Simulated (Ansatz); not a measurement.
**Si2Ni under changes of volume**

One of the cells (13.166 Å³/atom); the others are scaled copies at fixed shape and fractional positions:

```
Ni Si
1.0
     0.00000    2.70300    2.70300
     2.70300    0.00000    2.70300
     2.70300    2.70300    0.00000
Ni Si
1 2
Cartesian
  0.0000 0.0000 0.0000
  4.0545 4.0545 4.0545
  1.3515 1.3515 1.3515
```

* Program: Ansatz 0.2.0
* Functional: PBE
* Potentials or basis: Ansatz PAW
* Cutoff: 420 eV (not typed: the program's choice for these potentials)
* k mesh: 9 × 9 × 9
* Occupations: fermi-dirac, width 0.05 eV
* Spin: collinear spin, ferromagnetic start
* Starting moments: [1.0, 0.0, 0.0] μB

```tsv
volume (Å³/atom)	energy over the lowest point (meV/atom)	pressure (GPa)
12.376	?	?
12.639	27.87	10.8
12.902	13.05	7.2
13.166	3.93	3.8
13.429	0.00	0.8
13.692	0.86	-2.0
13.956	6.08	-4.5
```

Task: What does the run at 12.376 Å³/atom give?

Result: Energy over the lowest point 48.90 meV/atom; pressure 14.8 GPa.

Worked out: A Birch-Murnaghan fit of order 3 (a polynomial in V^(-2/3)) to the other rows has its minimum at 13.51 Å³/atom with B0 = V·E''(V) = 145 GPa and B' = 3.6. It gives 48.90 meV/atom at 12.376 Å³/atom, against the run's 48.90, and -dE/dV = 14.8 GPa, against 14.8.

Energies are extrapolated to zero smearing.

Caveats: the starting moments weren't kept.
